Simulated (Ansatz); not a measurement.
ZnCu2SnS4:

```
Sn Zn Cu S
1.0
    -2.71710    2.71710    5.42480
     2.71710   -2.71710    5.42480
     2.71710    2.71710   -5.42480
Sn Zn Cu S
1 1 2 4
Direct
  0.50000 0.50000 0.00000
  0.25000 0.75000 0.50000
  0.75000 0.25000 0.50000
  0.00000 0.00000 0.00000
  0.62799 0.62839 0.51280
  0.88481 0.37201 0.00040
  0.11559 0.11519 0.48720
  0.37161 0.88441 0.99960
```

Program: Ansatz 0.2.0. Alike in all runs: task band structure; potentials or basis Ansatz PAW; no spin polarisation; cell as given.

Question: Order these runs on this cell by their band gap on the k mesh, lowest first.
A. level PBE0; k mesh 6 × 6 × 6; cutoff (eV) 420; smearing fixed; level pbe0; run kind scf
B. level r2SCAN; k mesh 6 × 6 × 6; cutoff (eV) 500; smearing fixed; level r2scan; run kind scf
C. level PBEsol; k mesh 7 × 7 × 7; cutoff (eV) 420; smearing fermi-dirac 0.05 eV; points for each segment of the path 10
D. level HSE06; k mesh 6 × 6 × 6; cutoff (eV) 420; smearing fixed; level hse06; run kind scf

Answer: C (0.23 eV), B (0.60 eV), D (1.48 eV), A (2.13 eV).

Caveats: spin-orbit coupling is left out, which moves the levels of the heavy elements.

A k mesh can miss the band edges.

Not every run made on this cell is shown here.
